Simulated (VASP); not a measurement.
# ZrS2 in VASP: further runs

One slab, ZrS2, is run at these levels: LDA, PBE+D3(BJ); tasks: phonons, band structure.

Program: VASP 6.6.1. These are calculated values, not measurements. Logs are shortened: lines on timing, memory, paths and dates and some standing lists are left out, and cuts for length are marked.

## 1. The structure

The cell holds a slab with vacuum, 6 atoms: a = 3.602 Å, b = 3.602 Å, c = 26.916 Å, α = 90.00°, β = 90.00°, γ = 120.00°.

## 2. Phonons, LDA

Contents of POSCAR:

```
ZrS2
1.0
    3.6015655514     -0.0000000001      0.0000000000
   -1.8007827710      3.1190472579      0.0000000000
    0.0000000000      0.0000000000     26.9155419100
  S               Zr
     4     2
Direct
     0.6666666699999979    0.3333333400000029    0.3412847716409431
     0.3333333300000021    0.6666666599999971    0.4488245139202434
     0.6666666699999979    0.3333333400000029    0.5511754860797566
     0.3333333300000021    0.6666666599999971    0.6587152283590569
     0.0000000000000000    0.0000000000000000    0.3949269684942749
     0.0000000000000000    0.0000000000000000    0.6050730315057251
```

Contents of INCAR.step1:

```
PREC = Accurate
ENCUT = 600
EDIFF = 1E-8
ISMEAR = 0
SIGMA = 0.03
LREAL = False
LASPH = True
NELM = 80
ALGO = Normal
ISIF = 2
LWAVE = False
LCHARG = False
GGA = CA
LATTICE_CONSTRAINTS = .TRUE. .TRUE. .FALSE.
KPAR = 2
IBRION = 2
NSW = 40
EDIFFG = -0.002
```

Contents of INCAR.step2:

```
PREC = Accurate
ENCUT = 600
EDIFF = 1E-8
ISMEAR = 0
SIGMA = 0.03
LREAL = False
LASPH = True
NELM = 80
ALGO = Normal
ISIF = 2
LWAVE = False
LCHARG = False
GGA = CA
LATTICE_CONSTRAINTS = .TRUE. .TRUE. .FALSE.
KPAR = 2
IBRION = 6
NFREE = 2
POTIM = 0.015
NSW = 1
```

Contents of KPOINTS:

```
Automatic mesh
0
Gamma
  9 9 1
```

Potentials or basis: VASP PAW LDA potentials, release 64 (S, Zr_sv).

Started as:

```bash
cat potpaw_LDA.64/S/POTCAR potpaw_LDA.64/Zr_sv/POTCAR > POTCAR
cp INCAR.step1 INCAR
mpirun -np 2 vasp_std > vasp.out
cp CONTCAR POSCAR
cp INCAR.step2 INCAR
mpirun -np 2 vasp_std > vasp.out
```

OUTCAR:

```text
PREC = Accurate
   ENCUT = 600
   EDIFF = 1E-8
   ISMEAR = 0
   LREAL = False
   LASPH = True
   NELM = 80
   ISIF = 2
   GGA = CA
   IBRION = 6
   NFREE = 2
   POTIM = 0.015
   NSW = 1

 ion  position               nearest neighbor table
   1  0.667  0.333  0.341-   5 2.53   5 2.53   5 2.53
   2  0.333  0.667  0.449-   5 2.54   5 2.54   5 2.54
   3  0.667  0.333  0.551-   6 2.54   6 2.54   6 2.54
   4  0.333  0.667  0.659-   6 2.53   6 2.53   6 2.53
   5  0.000  0.000  0.395-   1 2.53   1 2.53   1 2.53   2 2.54   2 2.54   2 2.54
   6  0.000  0.000  0.605-   4 2.53   4 2.53   4 2.53   3 2.54   3 2.54   3 2.54

  LATTYP: Found a hexagonal cell.
 ALAT       =     3.6015655514
 C/A-ratio  =     7.4732894698

  Lattice vectors:

 A1 = (   3.6015655514,  -0.0000000001,   0.0000000000)
 A2 = (  -1.8007827710,   3.1190472579,   0.0000000000)
 A3 = (   0.0000000000,   0.0000000000,  26.9155419100)

Analysis of symmetry for initial positions (statically):
=====================================================================
 Subroutine PRICEL returns:
 Original cell was already a primitive cell.

 Routine SETGRP: Setting up the symmetry group for a
 hexagonal supercell.

 Subroutine GETGRP returns: Found 12 space group operations
 (whereof 12 operations were pure point group operations)
 out of a pool of 24 trial point group operations.

The static configuration has the point symmetry D_3d.

Analysis of symmetry for dynamics (positions and initial velocities):
=====================================================================
 Subroutine PRICEL returns:
 Original cell was already a primitive cell.

 Routine SETGRP: Setting up the symmetry group for a
 hexagonal supercell.

 Subroutine GETGRP returns: Found 12 space group operations
 (whereof 12 operations were pure point group operations)
 out of a pool of 24 trial point group operations.

The dynamic configuration has the point symmetry D_3d.

 Subroutine INISYM returns: Found 12 space group operations
 (whereof 12 operations are pure point group operations),
 and found     1 'primitive' translations

----------------------------------------------------------------------------------------

                                     Primitive cell

  volume of cell :     302.3545

  direct lattice vectors                    reciprocal lattice vectors
     3.601565551 -0.000000000  0.000000000     0.277657032  0.160305362  0.000000000
    -1.800782771  3.119047258  0.000000000     0.000000000  0.320610724  0.000000000
     0.000000000  0.000000000 26.915541910     0.000000000  0.000000000  0.037153255

  length of vectors
     3.601565551  3.601565546 26.915541910     0.320610724  0.320610724  0.037153255

  position of ions in fractional coordinates (direct lattice)
     0.666666670  0.333333340  0.341284772
     0.333333330  0.666666660  0.448824514
     0.666666670  0.333333340  0.551175486
     0.333333330  0.666666660  0.658715228
     0.000000000  0.000000000  0.394926968
     0.000000000  0.000000000  0.605073032

  ion indices of the primitive-cell ions
   primitive index   ion index
                 1           1
                 2           2
                 3           3
                 4           4
                 5           5
                 6           6

----------------------------------------------------------------------------------------

 KPOINTS: Automatic mesh

[... 55 lines left out ...]
   LREAL  =      F    real-space projection
   EDIFFG = 0.1E-06   stopping-criterion for IOM
   NSW    =    109    number of steps for IOM
   IBRION =      6    ionic relax: 0-MD 1-quasi-New 2-CG
   NFREE  =      2    steps in history (QN), initial steepest desc. (CG)
   ISIF   =      2    stress and relaxation
   ISYM   =      2    0-nonsym 1-usesym 2-fastsym
   POTIM  = 0.0150    time-step for ionic-motion
   TEBEG  =    0.0;   TEEND  =   0.0 temperature during run
   PSTRESS=    0.0 pullay stress
   NELECT =      48.0000    total number of electrons
   NUPDOWN=      -1.0000    fix difference up-down
   EMIN   =  10.00;   EMAX   =-10.00  energy-range for DOS
   EFERMI =   0.00;   METHOD = LEGACY
   ISMEAR =     0;   SIGMA  =   0.03  broadening in eV -4-tet -1-fermi 0-gaus
   EFERMI_NEDOS =   21; number of points for ismear=-14 and -15
   IALGO  =     38    algorithm
   IMIX   =      4    mixing-type and parameters
     AMIX     =   0.40;   BMIX     =  1.00
     AMIX_MAG =   1.60;   BMIX_MAG =  1.00
  volume/ion in A,a.u.               =      50.39       340.06
  Fermi-wavevector in a.u.,A,eV,Ry     =   0.886441  1.675130 10.691151  0.785777
  Thomas-Fermi vector in A             =   2.007607
   LORBIT       =      0    0 simple, 1 ext, 2 COOP (PROOUT), +10 PAW based schemes
   GGA     = CA    functional components
   LHFCALC =     F    Hartree Fock is set to
   AEXX    =    0.0000 exact exchange contribution
   IVDW    =     0    specifies the selected vdW correction
   LEPSILON=     F    determine dielectric tensor
   LRPA    =     F    only Hartree local field effects (RPA)
 finite differences with symmetry
 non-spin polarized calculation
 Gauss-broadening in eV      SIGMA  =   0.03
  energy-cutoff  :      600.00
  volume of cell :      302.35
 maximum number of plane-waves:     10143
 NGX is ok and might be reduce to    30
   NGX = 15   NGY = 15   NGZ =107

--------------------------------------- Ionic step        1  -------------------------------------------

 number of electron      48.0000002 magnetization

 Free energy of the ion-electron system (eV)
  ---------------------------------------------------
  ext. energy  EPLUGINS =         0.00000000
  ---------------------------------------------------
  free energy    TOTEN  =       -46.64597486 eV

  energy without entropy =      -46.64597486  energy(sigma->0) =      -46.64597486

------------------------ aborting loop because EDIFF is reached ----------------------------------------

  FORCE on cell =-STRESS in cart. coord.  units (eV):
  Direction    XX          YY          ZZ          XY          YZ          ZX
  --------------------------------------------------------------------------------------
  -------------------------------------------------------------------------------------
  Total       -0.0101278     -0.0101278     -0.0312596     -0.0000000      0.0000000     -0.0000000
  in kB       -0.0536673     -0.0536673     -0.1656448     -0.0000000      0.0000000     -0.0000000
  external PRESSURE =      -0.0909931 kB  Pullay stress =       0.0000000 kB
[... 101 lines left out ...]
  FREE ENERGIE OF THE ION-ELECTRON SYSTEM (eV)
  ---------------------------------------------------
  free  energy   TOTEN  =       -46.6454309580 eV

  energy  without entropy=      -46.6454309580  energy(sigma->0) =      -46.64543096

[... ionic steps 4 to 10 ...]

--------------------------------------- Ionic step       11  -------------------------------------------

 number of electron      48.0000002 magnetization

------------------------ aborting loop because EDIFF is reached ----------------------------------------
[... 75 lines left out ...]
--------------------------------------- Ionic step       13  -------------------------------------------

 number of electron      48.0000002 magnetization

 Free energy of the ion-electron system (eV)
  ---------------------------------------------------
  ext. energy  EPLUGINS =         0.00000000
  ---------------------------------------------------
  free energy    TOTEN  =       -46.64411868 eV

  energy without entropy =      -46.64411868  energy(sigma->0) =      -46.64411868

 E-fermi :  -1.3870     XC(G=0):  -4.6988

 val. band max:       -1.5367796579   @ k =   0.0000   0.0000   0.0000
 cond. band min:      -0.6732952428   @ k =   0.4444   0.0000   0.0000
 fundamental gap:      0.8634844151
 Fermi energy:        -1.3870180453

 k-point     1 :       0.0000    0.0000    0.0000
  band No.  band energies     occupation
      1     -50.0562      2.00000
      2     -50.0228      2.00000
      3     -28.3185      2.00000
      4     -28.2850      2.00000
      5     -28.1363      2.00000
      6     -28.1363      2.00000
[... 394 lines left out ...]
  FREE ENERGIE OF THE ION-ELECTRON SYSTEM (eV)
  ---------------------------------------------------
  free  energy   TOTEN  =       -46.6441186833 eV

  energy  without entropy=      -46.6441186833  energy(sigma->0) =      -46.64411868

 INTERNAL STRAIN TENSORS FROM DISPLACED ATOMS
 ============================================

 INTERNAL STRAIN TENSOR FOR ION    1 for displacements in x,y,z  (eV/Angst):
          X           Y           Z          XY          YZ          ZX
  --------------------------------------------------------------------------------
  x    -0.00000     0.00000    -0.00000    -4.23074     0.00000    11.24219
  y    -4.23074     4.23074     0.00000     0.00000    11.24219     0.00000
  z    10.38548    10.38548    17.06796     0.00000     0.00000     0.00000

 INTERNAL STRAIN TENSOR FOR ION    6 for displacements in x,y,z  (eV/Angst):
          X           Y           Z          XY          YZ          ZX
  --------------------------------------------------------------------------------
  x    -0.00000     0.00000     0.00000    -0.29932     0.00000     0.00931
  y    -0.29932     0.29932    -0.00000     0.00000     0.00931     0.00000
  z     0.24366     0.24366    -0.81626     0.00000    -0.00000     0.00000

 Eigenvectors and eigenvalues of the dynamical matrix
 ----------------------------------------------------

   1 f  =   10.407915 THz    65.394857 2PiTHz  347.170668 cm-1    43.043658 meV
             X         Y         Z           dx          dy          dz
      1.800783  1.039682  9.185865     0.000000    0.000000   -0.383856
      0.000000  2.079365 12.080355     0.000000    0.000000   -0.386781
      1.800783  1.039682 14.835187    -0.000000   -0.000000    0.386781
      0.000000  2.079365 17.729677    -0.000000   -0.000000    0.383856
      0.000000  0.000000 10.629673    -0.000000   -0.000000    0.450617
      0.000000  0.000000 16.285869     0.000000    0.000000   -0.450617
[... 145 lines left out ...]
  18 f/i=    0.002777 THz     0.017446 2PiTHz    0.092617 cm-1     0.011483 meV
             X         Y         Z           dx          dy          dz
      1.800783  1.039682  9.185865     0.276164    0.164343   -0.000000
      0.000000  2.079365 12.080355     0.276302    0.164426   -0.000000
      1.800783  1.039682 14.835187     0.276302    0.164426   -0.000000
      0.000000  2.079365 17.729677     0.276164    0.164343   -0.000000
      0.000000  0.000000 10.629673     0.465435    0.276977   -0.000000
      0.000000  0.000000 16.285869     0.465435    0.276977   -0.000000

 ELASTIC MODULI CONTR FROM IONIC RELAXATION (kBar)
 Direction    XX          YY          ZZ          XY          YZ          ZX
 --------------------------------------------------------------------------------
 XX        -236.1382   -144.2660   -314.1770     -0.0000    125.9761      0.0000
 YY        -144.2660   -236.1382   -314.1770     -0.0000   -125.9761     -0.0000
 ZZ        -314.1770   -314.1770   -570.2154     -0.0000     -0.0000      0.0000
 XY          -0.0000     -0.0000     -0.0000    -45.9361     -0.0000    125.9761
 YZ         125.9761   -125.9761     -0.0000     -0.0000   -351.7392     -0.0000
 ZX           0.0000     -0.0000      0.0000    125.9761     -0.0000   -351.7394
 --------------------------------------------------------------------------------
```

Run time: 29 min. Hardware: 2 MPI ranks of Intel Xeon 6975P-C (Granite Rapids), shared host; peak memory 0.81 GiB.

What came out:

- Highest phonon frequency at Γ, LO-TO splitting left out: 347 cm⁻¹

Phonon frequencies in cm⁻¹ (negative: imaginary):
| q point | frequencies |
| --- | --- |
| (0.000, 0.000, 0.000) | 0 0 0 23 23 46 164 164 167 167 255 255 256 256 316 319 344 347 |

## 3. Band structure, PBE+D3(BJ)

This run uses another cell than the first one, of 51.48 Å³/atom, 1.022 times its volume.

Contents of INCAR:

```
SYSTEM = ZrS2
ALGO     = Fast           ! electronic algorithm
DIPOL    = 0.5 0.5 0.500
EDIFF    = 1E-6           ! SCF threshold, eV
ENCUT    = 520            ! plane-wave cutoff, eV
GGA      = PE             ! functional
IDIPOL   = 3            
ISIF     = 2              ! what is computed and relaxed
ISMEAR   = 0              ! smearing method
IVDW     = 12             ! dispersion correction
KPAR     = 2            
LASPH    = .TRUE.         ! aspherical terms in the spheres
LCHARG   = .FALSE.        ! write CHGCAR
LDIPOL   = .TRUE.       
LMAXMIX  = 4              ! l up to which the mixer works
LREAL    = .FALSE.        ! projectors in reciprocal space
LVACPOTAV= .TRUE.       
LVHAR    = .TRUE.       
LWAVE    = .FALSE.        ! write WAVECAR
NBANDS   = 33             ! bands
NELM     = 80             ! most SCF steps
PREC     = Accurate       ! precision mode
SIGMA    = 0.03           ! smearing width, eV
```

Contents of KPOINTS:

```
k-points
0
G
  9 9 1
  0 0 0
```

Contents of POSCAR:

```
ZrS2                                    
1.0
    3.6403333320     -0.0000000001      0.0000000000
   -1.8201666612      3.1526211406      0.0000000000
    0.0000000000      0.0000000000     26.9155419100
  S               Zr            
     4     2
Direct
     0.6666666699999979    0.3333333400000029    0.3388094538365256
     0.3333333300000021    0.6666666599999971    0.4473772933775485
     0.6666666699999979    0.3333333400000029    0.5526227066224515
     0.3333333300000021    0.6666666599999971    0.6611905461634744
     1.0000000000000000    1.0000000000000000    0.3931476996580518
     1.0000000000000000    1.0000000000000000    0.6068523003419481
```

Contents of KPOINTS_OPT:

```
explicit points
67
Reciprocal
 0.0000000000  0.0000000000  0.0000000000 1
 0.0357142900  0.0000000000  0.0000000000 1
 0.0714285700  0.0000000000  0.0000000000 1
 0.1071428600  0.0000000000  0.0000000000 1
 0.1428571400  0.0000000000  0.0000000000 1
 0.1785714300  0.0000000000  0.0000000000 1
 0.2142857100  0.0000000000  0.0000000000 1
 0.2500000000  0.0000000000  0.0000000000 1
 0.2857142900  0.0000000000  0.0000000000 1
 0.3214285700  0.0000000000  0.0000000000 1
 0.3571428600  0.0000000000  0.0000000000 1
 0.3928571400  0.0000000000  0.0000000000 1
 0.4285714300  0.0000000000  0.0000000000 1
 0.4642857100  0.0000000000  0.0000000000 1
 0.5000000000  0.0000000000  0.0000000000 1
 0.4791666700  0.0416666700  0.0000000000 1
 0.4583333300  0.0833333300  0.0000000000 1
 0.4375000000  0.1250000000  0.0000000000 1
 0.4166666700  0.1666666700  0.0000000000 1
 0.3958333300  0.2083333300  0.0000000000 1
 0.3750000000  0.2500000000  0.0000000000 1
 0.3541666700  0.2916666700  0.0000000000 1
 0.3333333300  0.3333333300  0.0000000000 1
 0.3137254900  0.3137254900  0.0000000000 1
 0.2941176500  0.2941176500  0.0000000000 1
 0.2745098000  0.2745098000  0.0000000000 1
 0.2549019600  0.2549019600  0.0000000000 1
 0.2352941200  0.2352941200  0.0000000000 1
 0.2156862700  0.2156862700  0.0000000000 1
 0.1960784300  0.1960784300  0.0000000000 1
 0.1764705900  0.1764705900  0.0000000000 1
 0.1568627500  0.1568627500  0.0000000000 1
 0.1372549000  0.1372549000  0.0000000000 1
 0.1176470600  0.1176470600  0.0000000000 1
 0.0980392200  0.0980392200  0.0000000000 1
 0.0784313700  0.0784313700  0.0000000000 1
 0.0588235300  0.0588235300  0.0000000000 1
 0.0392156900  0.0392156900  0.0000000000 1
 0.0196078400  0.0196078400  0.0000000000 1
 0.0000000000  0.0000000000  0.0000000000 1
 0.0000000000  0.0000000000  0.0000000000 1
 0.0070500200 -0.0035250100  0.0000000000 1
-0.0070500200  0.0035250100  0.0000000000 1
 0.0205625600 -0.0102812800  0.0000000000 1
-0.0205625600  0.0102812800  0.0000000000 1
 0.0000000000  0.0061055000  0.0000000000 1
-0.0000000000 -0.0061055000  0.0000000000 1
 0.0000000000  0.0178077000  0.0000000000 1
-0.0000000000 -0.0178077000  0.0000000000 1
 0.5000000000  0.0000000000  0.0000000000 1
 0.5070500200 -0.0035250100  0.0000000000 1
 0.4929499800  0.0035250100  0.0000000000 1
 0.5205625600 -0.0102812800  0.0000000000 1
 0.4794374400  0.0102812800  0.0000000000 1
 0.5000000000  0.0061055000  0.0000000000 1
 0.5000000000 -0.0061055000  0.0000000000 1
 0.5000000000  0.0178077000  0.0000000000 1
 0.5000000000 -0.0178077000  0.0000000000 1
 0.3333333300  0.3333333300  0.0000000000 1
 0.3403833500  0.3298083200  0.0000000000 1
 0.3262833100  0.3368583400  0.0000000000 1
 0.3538958900  0.3230520500  0.0000000000 1
 0.3127707700  0.3436146100  0.0000000000 1
 0.3333333300  0.3394388300  0.0000000000 1
 0.3333333300  0.3272278300  0.0000000000 1
 0.3333333300  0.3511410300  0.0000000000 1
 0.3333333300  0.3155256300  0.0000000000 1
```

Potentials or basis: VASP PAW PBE potentials, release 64 (S, Zr_sv).

Started as:

```bash
cat potpaw_PBE.64/S/POTCAR potpaw_PBE.64/Zr_sv/POTCAR > POTCAR
mpirun -np 2 vasp_std > vasp.out
```

It took 3.4 min on 2 MPI ranks of Intel Xeon 6975P-C (Granite Rapids), shared host; peak memory 0.53 GiB.

Results (log left out):

* Free energy: -44.6058 eV
* Largest force: 0.003 eV/Å
* Band gap on the k mesh: 1.03 eV, indirect (least direct gap 1.65 eV)
* Band gap along the path: 1.00 eV, indirect (least direct gap 1.65 eV)
* Dispersion energy per atom: -0.301 eV
* Ionisation potential of the upper face: 6.37 eV

Forces on the atoms (eV/Å):
```
S    0.000  0.000  0.000
S    0.000  0.000  0.003
S    0.000  0.000 -0.003
S    0.000  0.000  0.000
Zr   0.000  0.000  0.002
Zr   0.000  0.000 -0.002
```

Levels at points of the mesh, in eV from the valence-band top:
| k point | band 22 | band 23 | band 24 | band 25 | band 26 | band 27 |
| --- | --- | --- | --- | --- | --- | --- |
| (0.00, 0.00, 0.00) | -0.10 | 0.00 | 0.00 | 1.65 | 1.65 | 1.67 |

## 4. Band structure, PBE+D3(BJ), spin-orbit coupling, no magnetisation

This run uses another cell than the first one, of 51.48 Å³/atom, 1.022 times its volume.

Changes to INCAR since step 3:

```diff
@@ -6,2 +6,3 @@
 GGA      = PE             ! functional
+GGA_COMPAT= .FALSE.      
 IDIPOL   = 3            
@@ -15,3 +16,5 @@
 LMAXMIX  = 4              ! l up to which the mixer works
+LORBIT   = 11             ! projections on sites
 LREAL    = .FALSE.        ! projectors in reciprocal space
+LSORBIT  = .TRUE.         ! spin-orbit coupling
 LVACPOTAV= .TRUE.       
@@ -19,3 +22,4 @@
 LWAVE    = .FALSE.        ! write WAVECAR
-NBANDS   = 33             ! bands
+MAGMOM   = 0 0 0 0 0 0 0 0 0 0 0 0 0 0 0 0 0 0 ! initial moments
+NBANDS   = 66             ! bands
 NELM     = 80             ! most SCF steps
```

KPOINTS is that of step 3.

POSCAR is that of step 3.

KPOINTS_OPT is that of step 3.

Started as:

```bash
cat potpaw_PBE.64/S/POTCAR potpaw_PBE.64/Zr_sv/POTCAR > POTCAR
mpirun -np 2 vasp_ncl > vasp.out
```

Wall time 22 min (2 MPI ranks of Intel Xeon 6975P-C (Granite Rapids), shared host); peak memory 1.2 GiB.

It converged, with:

* Free energy: -44.7479 eV
* Largest force: 0.004 eV/Å
* Valence electrons inside the program's atomic spheres: S 3.76; Zr 9.65
* Dispersion energy per atom: -0.301 eV
* Work function of the upper face: 6.08 eV
* Work function of the lower face: 6.08 eV

Forces on the atoms (eV/Å):
```
S    0.000  0.000  0.000
S    0.000  0.000  0.004
S    0.000  0.000 -0.004
S    0.000  0.000  0.000
Zr   0.000  0.000  0.002
Zr   0.000  0.000 -0.002
```
